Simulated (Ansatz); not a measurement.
The system is PbSe.

```
Pb Se
1.0
     3.78432    0.00000    0.00000
     0.00000    3.78432    0.00000
     0.00000    0.00000    3.78432
Pb Se
1 1
Direct
  0.00000 0.00000 0.00000
  0.50000 0.50000 0.50000
```

Measurements of this composition are mostly on another form, of space group No. 225.

Base run:

- Program: Ansatz 0.2.0
- Functional: LDA
- Potentials or basis: all-electron LAPW, scalar-relativistic
- Cutoff: 156 eV (chosen from the basis error)
- Basis error allowed: 0.001 eV/atom
- k mesh: 7 × 7 × 7
- Occupations: fermi-dirac, width 0.05 eV
- Spin: no spin polarisation

Its results: pressure -4.8 GPa.

Task: The run is repeated on the same cell with these changes: functional from LDA to PBEsol. What comes out?

Result: Pressure -3.2 GPa.

PBEsol binds less tightly than LDA, so the same cell stands under more pressure.
